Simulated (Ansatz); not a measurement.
AgBr (started from an entry of an open crystallographic database), relaxed with r2SCAN: 3 runs in the PAW code Ansatz, each a construction of maximally localised Wannier functions. It is cubic, Fm-3m (No. 225); conventional cell a = 5.786 Å, 24.21 Å³ an atom. Ag has 6 Br at 2.89 Å; Br has 6 Ag at 2.89 Å. No spin polarisation and no zero-point or thermal motion.

```
Ag Br
1.0
     0.00000    2.89276    2.89276
     2.89276    0.00000    2.89276
     2.89276    2.89276    0.00000
Ag Br
1 1
Direct
  0.00000 0.00000 0.00000
  0.50000 0.50000 0.50000
```

Windows count from the top of the filled bands; a dash means that no such window was set (without an outer window there is no disentanglement).

| functional | SCF mesh | trial orbitals | functions | mesh | window (eV) | frozen (eV) | Ω total (Å²) | Ω invariant (Å²) | largest spread (Å²) | least projectability | interpolation miss of the model's filled bands (eV, to the nearest computed level) |
| --- | --- | --- | --- | --- | --- | --- | --- | --- | --- | --- | --- |
| PBE | 6×6×6 | Ag d, Br p | 8 | 6×6×6 | – | – | 9.79 | 9.52 | 1.96 | 0.85 | 0.029 |
| r2SCAN | 6×6×6 | Ag d, Br p | 8 | 6×6×6 | – | – | 9.41 | 9.19 | 1.88 | 0.88 | 0.019 |
| HSE06 | 6×6×6 | Ag d, Br p | 8 | 6×6×6 | – | – | 9.25 | 9.05 | 1.85 | 0.89 | – |

A dash in the last column means that the miss wasn't evaluated.

Spin-orbit coupling is left out.
